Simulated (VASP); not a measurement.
# SiC: convergence, elastic tensor

SiC, F-43m (no. 216), 2 atoms in the cell. PBEsol, elastic tensor by finite differences; PAW potentials Si, C (PBE set). VASP 6.6.1.

Wanted: bulk modulus within 1.5 %; shear modulus within 3 %; lowest eigenvalue of the elastic tensor within 5 %.

Geometry: relaxed with this functional.

POSCAR:
```
SiC
1.0
    0.0000000000      2.1790000000      2.1790000000
    2.1790000000      0.0000000000      2.1790000000
    2.1790000000      2.1790000000      0.0000000000
Si C
1 1
Direct
    0.0000000000      0.0000000000      0.0000000000
    0.7500000000      0.7500000000      0.7500000000
```

The series start from Plane-wave cutoff (eV): 600; k mesh: 10x10x10; SCF threshold (eV): 1e-7; Displacements: NFREE 2, POTIM 0.015; Projectors in real space: False. Each series keeps the choices made before it, and each single choice may use up half of a tolerance.

## Plane-wave cutoff (eV)

| Plane-wave cutoff (eV) | Bulk modulus (GPa) | Shear modulus (GPa) | Lowest eigenvalue of the elastic tensor (GPa) | Time (s) |
|---|---|---|---|---|
| 400 | 229.7 | 192.5 | 249.1 | 67 |
| 480 | 222.5 | 187.7 | 244.5 | 94 |
| 600 | 220.9 | 187 | 243.9 | 160 |
| 720 | 221.8 | 187.5 | 244.4 | 163 |
| 880 (reference) | 221.9 | 187.4 | 244.3 | 197 |

Chosen: 480, the loosest value from which every tighter one stays within half of the tolerance.

## k mesh

| k mesh | Bulk modulus (GPa) | Shear modulus (GPa) | Lowest eigenvalue of the elastic tensor (GPa) | Time (s) |
|---|---|---|---|---|
| 6x6x6 | 222.7 | 187.2 | 244.2 | 34 |
| 8x8x8 | 222.6 | 187.6 | 244.5 | 58 |
| 10x10x10 | 222.5 | 187.7 | 244.5 | 94 |
| 14x14x14 (reference) | 222.5 | 187.7 | 244.5 | 220 |

Chosen: 6x6x6.

## SCF threshold (eV)

| SCF threshold (eV) | Bulk modulus (GPa) | Shear modulus (GPa) | Lowest eigenvalue of the elastic tensor (GPa) | Time (s) |
|---|---|---|---|---|
| 0.001 | 220 | 192.1 | 250.3 | 18 |
| 0.0001 | 222.8 | 186.4 | 242.2 | 20 |
| 1e-5 | 222.8 | 187.6 | 244.8 | 24 |
| 1e-7 (reference) | 222.7 | 187.2 | 244.2 | 34 |

Chosen: 0.0001.

## Displacements

| Displacements | Bulk modulus (GPa) | Shear modulus (GPa) | Lowest eigenvalue of the elastic tensor (GPa) | Time (s) |
|---|---|---|---|---|
| NFREE 2, POTIM 0.015 | 222.8 | 186.4 | 242.2 | 20 |
| NFREE 4 | 223.8 | 186.1 | 241.4 | 39 |
| NFREE 1 | 215 | 190.2 | 243.8 | 11 |
| POTIM 0.005 | crashed | crashed | crashed | 7.9 |
| POTIM 0.03 | 223 | 187.2 | 244.4 | 23 |

Chosen: NFREE 2, POTIM 0.015; no other choice that stays within half of the tolerance saves 30 % of the time.

VASP's message at the runs that stop: IBZKPT: not all point group operations associated with the symmetry operators of the crystalline lattice are members of the point group of the reciprocal lattice.

## Projectors in real space

| Projectors in real space | Bulk modulus (GPa) | Shear modulus (GPa) | Lowest eigenvalue of the elastic tensor (GPa) | SCF iterations | Time (s) |
|---|---|---|---|---|---|
| False | 222.8 | 186.4 | 242.2 | 79 | 20 |
| Auto | 222.5 | 186 | 241.9 | 79 | 33 |

Chosen: False.

## All choices together

| Input | Bulk modulus (GPa) | Shear modulus (GPa) | Lowest eigenvalue of the elastic tensor (GPa) | Time (s) |
|---|---|---|---|---|
| program defaults, KSPACING-like mesh of 0.5 per A (naive) | 229.9 | 190.2 | 246.3 | 10 |
| chosen settings | 222.8 | 186.4 | 242.2 | 20 |
| reference settings throughout | 221.9 | 187.4 | 244.3 | 483 |

The tolerance is met.

## The input

INCAR:
```
PREC = Accurate
ENCUT = 480
EDIFF = 1E-4
ISMEAR = 0
SIGMA = 0.02
LREAL = F
LASPH = T
ALGO = Normal
NELM = 120
LWAVE = F
LCHARG = F
GGA = PS
IBRION = 6
NFREE = 2
POTIM = 0.015
NSW = 1
ISIF = 3
KPAR = 2
```

KPOINTS:
```
Automatic mesh
0
Gamma
  6 6 6
  0 0 0
```

Commands:
```
cat potpaw_PBE.64/Si/POTCAR potpaw_PBE.64/C/POTCAR > POTCAR
mpirun -np 2 vasp_std > vasp.out
```

The chosen input took VASP 6.6.1 20 s on 2 cores (AMD EPYC 9R45 (Zen 5)), a shared host.

## An input that fails: stress derivatives not asked (ISIF 2)

It runs to its end, but its output holds no elastic tensor.

Changes against the starting input:
```
- ISIF = 3
+ ISIF = 2
```
